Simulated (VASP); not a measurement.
# Au (I4/mmm) in VASP: further runs

The runs below take Au through single point, with LDA.

All numbers are computed with VASP 6.6.1; they aren't measurements. Logs are shortened: lines on timing, memory, paths and dates and some standing lists are left out, and cuts for length are marked.

### Step 1. Starting point

It takes space group I4/mmm (No. 139, tetragonal). The conventional cell has a = 3.143 Å, b = 3.143 Å, c = 3.467 Å, α = 90.00°, β = 90.00°, γ = 90.00°. Au (site symmetry 4/mmm) has 12 Au at 2.82 to 3.14 Å as nearest neighbours.

This isn't the form of Au at room conditions, which is fcc.

### Step 2. Single point, LDA

The input, INCAR:

```
PREC     = Accurate       # precision mode
ENCUT    = 520            # plane-wave cutoff, eV
EDIFF    = 1E-7           # SCF threshold, eV
ISMEAR   = 0              # smearing method
SIGMA    = 0.15           # smearing width, eV
LREAL    = False          # projectors in reciprocal space
LASPH    = True           # aspherical terms in the spheres
NELM     = 100            # most SCF steps
ALGO     = Fast           # electronic algorithm
ISIF     = 2              # what is computed and relaxed
LWAVE    = False          # write WAVECAR
LCHARG   = False          # write CHGCAR
GGA      = CA             # functional
NBANDS   = 12             # bands
```

The input, KPOINTS:

```
regular mesh
0
Gamma
  22 22 22
```

The input, POSCAR:

```
Au
1.0
    0.0000000000      2.2221222584      1.7332553616
    2.2221222584      0.0000000000      1.7332553616
    2.2221222584      2.2221222584      0.0000000000
Au
1
Direct
    0.0000000000      0.0000000000      0.0000000000
```

Potentials or basis: VASP PAW LDA potentials, release 64 (Au).

Launch:

```console
$ cat potpaw_LDA.64/Au/POTCAR > POTCAR
$ mpirun -np 1 vasp_std > vasp.out
```

OUTCAR:

```text
PREC = Accurate
   ENCUT = 520
   EDIFF = 1E-7
   ISMEAR = 0
   LREAL = False
   LASPH = True
   NELM = 100
   ISIF = 2
   GGA = CA

 ion  position               nearest neighbor table
   1  0.000  0.000  0.000-

  LATTYP: Found a body centered tetragonal cell.
 ALAT       =     3.1425554351
 C/A-ratio  =     1.1030865787

  Lattice vectors:

 A1 = (   0.0000000000,  -2.2221222584,  -1.7332553616)
 A2 = (   0.0000000000,   2.2221222584,  -1.7332553616)
 A3 = (   2.2221222584,   0.0000000000,   1.7332553616)

Analysis of symmetry for initial positions (statically):
=====================================================================
 Subroutine PRICEL returns:
 Original cell was already a primitive cell.

 Routine SETGRP: Setting up the symmetry group for a
 body centered tetragonal supercell.

 Subroutine GETGRP returns: Found 16 space group operations
 (whereof 16 operations were pure point group operations)
 out of a pool of 16 trial point group operations.

The static configuration has the point symmetry D_4h.

Analysis of symmetry for dynamics (positions and initial velocities):
=====================================================================
 Subroutine PRICEL returns:
 Original cell was already a primitive cell.

 Routine SETGRP: Setting up the symmetry group for a
 body centered tetragonal supercell.

 Subroutine GETGRP returns: Found 16 space group operations
 (whereof 16 operations were pure point group operations)
 out of a pool of 16 trial point group operations.

The dynamic configuration has the point symmetry D_4h.

 Subroutine INISYM returns: Found 16 space group operations
 (whereof 16 operations are pure point group operations),
 and found     1 'primitive' translations

----------------------------------------------------------------------------------------

                                     Primitive cell

  volume of cell :      17.1170

  direct lattice vectors                    reciprocal lattice vectors
     0.000000000  2.222122258  1.733255362    -0.225010122  0.225010122  0.288474515
     2.222122258  0.000000000  1.733255362     0.225010122 -0.225010122  0.288474515
     2.222122258  2.222122258  0.000000000     0.225010122  0.225010122 -0.288474515

  length of vectors
     2.818155688  2.818155688  3.142555435     0.429507457  0.429507457  0.429507457

  position of ions in fractional coordinates (direct lattice)
     0.000000000  0.000000000  0.000000000

  ion indices of the primitive-cell ions
   primitive index   ion index
                 1           1

----------------------------------------------------------------------------------------

 KPOINTS: regular mesh

Automatic generation of k-mesh.
 Grid dimensions read from file:
 generate k-points for:   22   22   22

 Generating k-lattice:

  Cartesian coordinates                     Fractional coordinates (reciprocal lattice)
    -0.010227733  0.010227733  0.013112478     0.045454545  0.000000000  0.000000000
     0.010227733 -0.010227733  0.013112478     0.000000000  0.045454545  0.000000000
     0.010227733  0.010227733 -0.013112478    -0.000000000 -0.000000000  0.045454545

  Length of vectors
     0.019523066  0.019523066  0.019523066

  Shift w.r.t. Gamma in fractional coordinates (k-lattice)
     0.000000000  0.000000000  0.000000000

 Subroutine IBZKPT returns following result:
 ===========================================

 Found    834 irreducible k-points:

 Following reciprocal coordinates:
            Coordinates               Weight
  0.000000  0.000000  0.000000      1.000000
  0.045455  0.000000  0.000000      8.000000
  0.090909  0.000000  0.000000      8.000000
  0.136364  0.000000  0.000000      8.000000
  0.181818  0.000000  0.000000      8.000000
  0.227273  0.000000  0.000000      8.000000
[... 16 lines left out ...]
  0.500000  0.045455  0.000000      8.000000
 -0.454545  0.045455  0.000000      8.000000
 [... further k-points ...]
   k-points           NKPTS =    834   k-points in BZ     NKDIM =    834   number of bands    NBANDS=     12
   number of dos      NEDOS =    301   number of ions     NIONS =      1
   total plane-waves  NPLWV =  13824
   dimension x,y,z NGX =    24 NGY =   24 NGZ =   24
   dimension x,y,z NGXF=    48 NGYF=   48 NGZF=   48
   ions per type =               1
   NGX,Y,Z   is equivalent  to a cutoff of  14.16, 14.16, 12.70 a.u.
   NGXF,Y,Z  is equivalent  to a cutoff of  28.32, 28.32, 25.39 a.u.
 SYSTEM =  unknown system
   PREC   = accura    normal or accurate (medium, high low for compatibility)
   ISTART =      0    job   : 0-new  1-cont  2-samecut
   ICHARG =      2    charge: 1-file 2-atom 10-const
   ISPIN  =      1    spin polarized calculation?
   LNONCOLLINEAR =      F non collinear calculations
   LSORBIT =      F    spin-orbit coupling
   LASPH  =      T    aspherical Exc in radial PAW
   ENCUT  =  520.0 eV  38.22 Ry    6.18 a.u.   5.24  5.24  5.84*2*pi/ulx,y,z
   NELM   =    100;   NELMIN=  2; NELMDL= -5     # of ELM steps
   EDIFF  = 0.1E-06   stopping-criterion for ELM
   LREAL  =      F    real-space projection
   EDIFFG = 0.1E-05   stopping-criterion for IOM
   NSW    =      0    number of steps for IOM
   IBRION =     -1    ionic relax: 0-MD 1-quasi-New 2-CG
   NFREE  =      0    steps in history (QN), initial steepest desc. (CG)
   ISIF   =      2    stress and relaxation
   ISYM   =      2    0-nonsym 1-usesym 2-fastsym
   POTIM  = 0.5000    time-step for ionic-motion
   TEBEG  =    0.0;   TEEND  =   0.0 temperature during run
   PSTRESS=    0.0 pullay stress
   NELECT =      11.0000    total number of electrons
   NUPDOWN=      -1.0000    fix difference up-down
   EMIN   =  10.00;   EMAX   =-10.00  energy-range for DOS
   EFERMI =   0.00;   METHOD = LEGACY
   ISMEAR =     0;   SIGMA  =   0.15  broadening in eV -4-tet -1-fermi 0-gaus
   EFERMI_NEDOS =   21; number of points for ismear=-14 and -15
   IALGO  =     68    algorithm
   IMIX   =      4    mixing-type and parameters
     AMIX     =   0.40;   BMIX     =  1.00
     AMIX_MAG =   1.60;   BMIX_MAG =  1.00
  volume/ion in A,a.u.               =      17.12       115.51
  Fermi-wavevector in a.u.,A,eV,Ry     =   1.412742  2.669696 27.155058  1.995840
  Thomas-Fermi vector in A             =   2.534459
   LORBIT       =      0    0 simple, 1 ext, 2 COOP (PROOUT), +10 PAW based schemes
   GGA     = CA    functional components
   LHFCALC =     F    Hartree Fock is set to
   AEXX    =    0.0000 exact exchange contribution
   IVDW    =     0    specifies the selected vdW correction
   LEPSILON=     F    determine dielectric tensor
   LRPA    =     F    only Hartree local field effects (RPA)
 non-spin polarized calculation
 RMM-DIIS sequential band-by-band and
 Gauss-broadening in eV      SIGMA  =   0.15
  energy-cutoff  :      520.00
  volume of cell :       17.12
 maximum number of plane-waves:       480
 NGX is ok and might be reduce to    24

 number of electron      11.0000000 magnetization

 Free energy of the ion-electron system (eV)
  ---------------------------------------------------
  ext. energy  EPLUGINS =         0.00000000
  ---------------------------------------------------
  free energy    TOTEN  =        -4.42206580 eV

  energy without entropy =       -4.41933236  energy(sigma->0) =       -4.42069908

 E-fermi :   9.2387     XC(G=0): -12.9597

 val. band max:        9.2250932026   @ k =   0.3636   0.3636   0.0000
 cond. band min:       9.2433742347   @ k =   0.4545   0.3182   0.1364
 fundamental gap:      0.0182810321
 Fermi energy:         9.2386673088

 k-point     1 :       0.0000    0.0000    0.0000
  band No.  band energies     occupation
      1      -0.6483      2.00000
      2       4.2010      2.00000
      3       4.2010      2.00000
      4       4.7973      2.00000
      5       5.8692      2.00000
      6       6.5504      2.00000
      7      24.7037      0.00000
      8      26.2426      0.00000
      9      26.2426      0.00000
     10      31.2799      0.00000
     11      33.7176      0.00000
     12      34.6581      0.00000

 k-point     2 :       0.0455    0.0000    0.0000
  band No.  band energies     occupation
      1      -0.5740      2.00000
      2       4.2052      2.00000
      3       4.2199      2.00000
      4       4.8074      2.00000
      5       5.8541      2.00000
      6       6.5348      2.00000
      7      24.7606      0.00000
      8      26.1893      0.00000
      9      26.3369      0.00000
     10      30.6648      0.00000
     11      33.1982      0.00000
     12      34.4264      0.00000

 k-point     3 :       0.0909    0.0000    0.0000
  band No.  band energies     occupation
      1      -0.3550      2.00000
      2       4.2160      2.00000
      3       4.2498      2.00000
      4       4.8652      2.00000
      5       5.8136      2.00000
      6       6.4944      2.00000
      7      24.8762      0.00000
      8      25.9182      0.00000
      9      26.6141      0.00000
     10      29.7849      0.00000
     11      31.7418      0.00000
     12      33.3906      0.00000
[... 286 lines left out ...]
 k-point    23 :       0.5000    0.0455    0.0000
  band No.  band energies     occupation
      1       1.9943      2.00000
      2       3.5778      2.00000
      3       5.6046      2.00000
      4       6.3530      2.00000
      5       7.7319      2.00000
      6       8.7185      2.00000
      7      12.5181      0.00000
      8      22.1367      0.00000
      9      23.6166      0.00000
     10      30.3526      0.00000
     11      32.1192      0.00000
     12      32.2290      0.00000

 k-point    24 :      -0.4545    0.0455    0.0000
  band No.  band energies     occupation
      1       1.9976      2.00000
      2       3.5910      2.00000
      3       5.5499      2.00000
      4       6.4220      2.00000
      5       7.6343      2.00000
      6       8.2953      2.00000
      7      13.0410      0.00000
      8      22.2062      0.00000
      9      23.8361      0.00000
     10      30.1766      0.00000
     11      32.0297      0.00000
     12      32.1399      0.00000

 [... further k-points ...]

------------------------ aborting loop because EDIFF is reached ----------------------------------------

  FORCE on cell =-STRESS in cart. coord.  units (eV):
  Direction    XX          YY          ZZ          XY          YZ          ZX
  --------------------------------------------------------------------------------------
  -------------------------------------------------------------------------------------
  Total       -0.5484059     -0.5484059     -0.4602996      0.0000000      0.0000000      0.0000000
  in kB      -51.3315339    -51.3315339    -43.0846669      0.0000000      0.0000000      0.0000000
  external PRESSURE =     -48.5825782 kB  Pullay stress =       0.0000000 kB

 VOLUME and BASIS-vectors are now :
 -----------------------------------------------------------------------------
  energy-cutoff  :      520.00
  volume of cell :       17.12
      direct lattice vectors                 reciprocal lattice vectors
     0.000000000  2.222122258  1.733255362    -0.225010122  0.225010122  0.288474515
     2.222122258  0.000000000  1.733255362     0.225010122 -0.225010122  0.288474515
     2.222122258  2.222122258  0.000000000     0.225010122  0.225010122 -0.288474515

 POSITION                                       TOTAL-FORCE (eV/Angst)
 -----------------------------------------------------------------------------------
      0.00000      0.00000      0.00000        -0.000000      0.000000      0.000000
 -----------------------------------------------------------------------------------
    total drift:                               -0.000000      0.000000      0.000000

  FREE ENERGIE OF THE ION-ELECTRON SYSTEM (eV)
  ---------------------------------------------------
  free  energy   TOTEN  =        -4.4220657961 eV

  energy  without entropy=       -4.4193323580  energy(sigma->0) =       -4.42069908
```

Wall time 49 s (1 thread of Intel Xeon 6975P-C (Granite Rapids), shared host); peak memory 0.27 GiB.

What came out:

- Free energy: -4.4221 eV
- Pressure: -4.9 GPa
- Band gap on the k mesh: none (metal or under the smearing width)

Stress tensor (GPa, compression positive):
```
-5.13  0.00  0.00
 0.00 -5.13  0.00
 0.00  0.00 -4.31
```

The run has no spin-orbit coupling, so splittings on Au are missing.

### Step 3. Single point, LDA

This run uses another cell than the first one, of the same volume but with other edges.

The input, INCAR:

```
  PREC = Accurate
  ENCUT = 520
  EDIFF = 1E-6
  ISMEAR = 0
  SIGMA = 0.15
  LREAL = False
  LASPH = True
  NELM = 100
  ALGO = Fast
  ISIF = 2
  LWAVE = False
  LCHARG = True
  LELF = True
  LVHAR = True
  NBANDS = 12
```

The input, KPOINTS:

```
Automatic mesh
0
Gamma
  22 22 22
```

The input, POSCAR:

```
Au
1.0
    0.0000000000      2.2961117053      1.6233509757
    2.2961117053      0.0000000000      1.6233509757
    2.2961117053      2.2961117053      0.0000000000
Au
1
Direct
    0.0000000000      0.0000000000      0.0000000000
```

Potentials or basis: VASP PAW LDA potentials, release 64 (Au).

Launch:

```console
$ cat potpaw_LDA.64/Au/POTCAR > POTCAR
$ mpirun -np 1 vasp_std > vasp.out
```

It took 46 s on 1 thread of Intel Xeon 6975P-C (Granite Rapids), shared host; peak memory 0.27 GiB.

The run converged. Its results:

* Free energy: -4.4194 eV
* Pressure: -4.8 GPa
* Band gap on the k mesh: none (metal or under the smearing width)

Levels at points of the mesh, in eV from the Fermi level:
```csv
k point,band 2,band 3,band 4,band 5,band 6,band 7,band 8,band 9,band 10,band 11
"(0.00, 0.00, 0.00)",-4.87,-4.87,-4.87,-2.91,-2.91,16.48,16.48,16.48,24.14,24.14
"(0.50, 0.00, 0.00)",-5.96,-3.06,-2.71,-1.37,-0.66,3.54,12.34,13.79,21.84,22.21
"(0.50, 0.50, 0.00)",-6.81,-1.76,-1.76,-1.76,6.23,6.23,6.24,9.64,16.04,16.04
"(0.50, 0.00, 0.50)",-5.96,-3.06,-2.71,-1.37,-0.66,3.53,12.34,13.80,21.84,22.21
```

The run has no spin-orbit coupling, so splittings on Au are missing.
